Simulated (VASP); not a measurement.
# From an Ansatz input to VASP: CdS (zincblende)

Ansatz input

```yaml
crystal:
  lattice:
    - [0.0, 2.939214843, 2.939214843]
    - [2.939214843, 0.0, 2.939214843]
    - [2.939214843, 2.939214843, 0.0]
  atoms:
    - { symbol: Cd, position: [0.0, 0.0, 0.0] }
    - { symbol: S, position: [0.25, 0.25, 0.25] }
kpoints:
  mp_grid: { grid: [8, 8, 8] }
  band_path:
    path:
      - [0.0, 0.0, 0.0]
      - [-0.5, -0.5, 0.0]
      - [-0.375, -0.375, 0.25]
      - [-0.375, 0.0, 0.375]
      - [0.0, 0.0, 0.5]
      - [-0.5, -0.25, 0.25]
    npoints: 1
hamiltonian:
  xc: r2scan
scf:
  occupations: { method: fixed }
  n_extra_bands: 4
output:
  forces: true
  stress: true
  eigenvalues: true
```

Translate this input to VASP.



INCAR

```
IBRION = -1
METAGGA = R2SCAN
ISIF = 2
LREAL = .FALSE.
ENCUT = 520
NSW = 0
ISMEAR = 0
LCHARG = .FALSE.
EDIFF = 1E-7
NBANDS = 16
ALGO = Normal
PREC = Accurate
NELM = 120
LASPH = .TRUE.
SIGMA = 0.01
LWAVE = .FALSE.
```

KPOINTS

```
KPOINTS created by Atomic Simulation Environment
0
Gamma
8 8 8
0 0 0
```

KPOINTS_OPT

```
special points
6
Reciprocal
0.0000000000 0.0000000000 0.0000000000 1
-0.5000000000 -0.5000000000 0.0000000000 1
-0.3750000000 -0.3750000000 0.2500000000 1
-0.3750000000 0.0000000000 0.3750000000 1
0.0000000000 0.0000000000 0.5000000000 1
-0.5000000000 -0.2500000000 0.2500000000 1
```

POSCAR

```
Cd S
 1.0000000000000000
    -0.0000000000000000    2.9392148430445664    2.9392148430445664
     2.9392148430445664    0.0000000000000000    2.9392148430445664
     2.9392148430445664    2.9392148430445664    0.0000000000000000
 Cd  S
   1   1
Cartesian
  0.0000000000000000  0.0000000000000000 -0.0000000000000000
  1.4696074215222832  1.4696074215222832  1.4696074215222832
```

VASP ran with the recommended PBE PAW datasets (18 valence electrons in the cell). Other inputs would serve too.

|  | Ansatz | VASP |
| --- | --- | --- |
| gap between bands v and c | 1.54 eV | 1.54 eV |
| least direct gap | 1.54 eV | 1.54 eV |
| pressure | 0.0 GPa | 0.3 GPa |

Each program uses its own PAW datasets. VASP's cell holds 18 valence electrons and Ansatz's 26. Ansatz's stress includes a Pulay correction; VASP's doesn't.
